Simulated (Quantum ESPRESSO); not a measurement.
HfN:

```
CELL_PARAMETERS angstrom
0.00000 2.25600 2.25600
2.25600 0.00000 2.25600
2.25600 2.25600 0.00000
ATOMIC_POSITIONS crystal
Hf 0.00000 0.00000 0.00000
N 0.50000 0.50000 0.50000
```

Base run:

```yaml
Program: Quantum ESPRESSO 7.5
Functional: LDA
Potentials_or_basis: GBRV 1.5 LDA
Cutoff: 612 eV
Density_cutoff: 4898 eV
k_mesh: 10 × 10 × 10
Occupations: fermi-dirac, width 0.05 eV
Spin: no spin polarisation
```

Its results: band gap on the k mesh none (metal or under the smearing width); pressure -8.9 GPa.

Q: The run is repeated on the same cell with these changes: functional from LDA to PBEsol; potentials or basis from GBRV 1.5 LDA to GBRV 1.5 PBEsol. What comes out?

A: Band gap on the k mesh none (metal or under the smearing width); pressure -2.8 GPa.

Caveats: spin-orbit coupling is left out, which moves the levels of the heavy elements (some runs).
